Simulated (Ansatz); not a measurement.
Si: random displacements

The calculation used Ansatz, DFT LDA, scalar-relativistic, plane waves, PAW. Cutoff 420 eV, Γ-centred 12×12×6 k-points, Gaussian smearing of 0.03 eV. No spin polarisation. Energies are free energies at this smearing, counted from the undisturbed cell; pressure is positive in compression.

Reference structure (relaxed at this level; this form isn't the usual structure):

```
CELL_PARAMETERS angstrom
3.80198 0.00000 0.00000
-1.90099 3.29261 0.00000
0.00000 0.00000 6.28912
ATOMIC_POSITIONS crystal
Si 0.33333 0.66667 0.06303
Si 0.66667 0.33333 0.56303
Si 0.33333 0.66667 0.43697
Si 0.66667 0.33333 0.93697
```

The atoms are displaced (Å, in the unstrained cell):

```
atom ux uy uz
 Si1   0.049   0.019   0.153
 Si2  -0.024  -0.181  -0.352
 Si3   0.012   0.190  -0.033
 Si4  -0.037  -0.028   0.233
```

Strain (Voigt, engineering shear): (-0.0041, -0.0058, -0.0066, 0.0270, -0.0194, 0.0152).

(1) What are the energy change, the stress and the forces?

Results:

(1) ΔE = 744.0 meV/atom; stress (xx, yy, zz, yz, xz, xy; compression positive) (-2.18, 33.85, 8.71, 7.15, -0.81, -3.67) GPa.
| atom | Fx (eV/Å) | Fy | Fz |
| --- | --- | --- | --- |
| Si1 | -0.99 | -0.91 | -2.15 |
| Si2 | 0.27 | 10.17 | 4.65 |
| Si3 | -0.34 | -9.97 | -0.29 |
| Si4 | 1.06 | 0.71 | -2.20 |

Cost: 1 run of about 0.72 core-minutes, on Arm Neoverse V1 (shared hosts).